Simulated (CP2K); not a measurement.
Crystal: BN.

```
N B
1.0
     2.49824    0.00000    0.00000
    -1.24912    2.16354    0.00000
     0.00000    0.00000    6.63570
N B
2 2
Direct
  0.66667 0.33333 0.25000
  0.33333 0.66667 0.75000
  0.66667 0.33333 0.75000
  0.33333 0.66667 0.25000
```

Base run:

```yaml
Program: CP2K 2026.2
Functional: PBE
Potentials_or_basis: POTENTIAL_UZH N GTH-PBE-q5, B GTH-PBE-q3; TZVP-MOLOPT-PBE-GTH basis
Density_cutoff: 9184 eV
k_mesh: 12 × 12 × 4
Occupations: fermi-dirac, width 0.05 eV
Spin: no spin polarisation
```

Its results: band gap on the k mesh 4.30 eV, indirect (least direct gap 4.65 eV); pressure 5.2 GPa.

Task: After a change of settings the same cell gave: band gap on the k mesh 4.20 eV, indirect (least direct gap 4.55 eV); pressure 4.9 GPa. Which change was it?
A. functional from PBE to BEEF-vdW
B. functional from PBE to AM05
C. functional from PBE to BLYP
D. functional from PBE to r2SCAN

Result: B.

AM05 binds more tightly than PBE, so the same cell stands under less pressure.

Caveats: this functional lacks dispersion, which binds the layers, so the pressure and a relaxed spacing across them are unreliable; the basis of atomic orbitals isn't converged, which shifts pressures, moduli and gaps; the potentials were made for another functional, which shifts forces and pressure (some runs).
